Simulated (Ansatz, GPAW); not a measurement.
**Co: 3 runs at one level of theory**

```
CELL_PARAMETERS angstrom
2.47200 0.00000 0.00000
-1.23600 2.14081 0.00000
0.00000 0.00000 4.02114
ATOMIC_POSITIONS crystal
Co 0.66667 0.33333 0.75000
Co 0.33333 0.66667 0.25000
```

Alike in all runs: task single point; functional PBE; k mesh 12 × 12 × 7; occupations gaussian, width 0.022 eV; collinear spin, ferromagnetic start; no spin-orbit coupling. Pressure is positive in compression and, in plane waves, holds the error of the finite cutoff, which Ansatz's Pulay term estimates and takes out.

| program and potentials | plane-wave cutoff (eV) | notes | pressure (GPa) | net moment per atom (μB) |
| --- | --- | --- | --- | --- |
| Ansatz, Ansatz PAW | 420 | 17 valence electrons an atom on average; Pulay term of +0.18 GPa included | 4.73 | 1.61 |
| Ansatz, all-electron LAPW, scalar-relativistic | - | - | 4.62 | 1.61 |
| GPAW, GPAW PAW data sets (gpaw-data 1.2.1) | 600 | 9 valence electrons an atom on average | 4.78 | 1.61 |

The pressure spans 4.62 (Ansatz, all-electron LAPW, scalar-relativistic) to 4.78 GPa (GPAW, GPAW PAW data sets (gpaw-data 1.2.1)), with all-electron results at 4.62. All agree on the net moment per atom. The state is the one that the start led to, which needn't be the lowest.

Differences between rows come from potentials, basis sets and numerical settings, since the functional is the same but for its coding. Runs on potential files found faulty are left out.
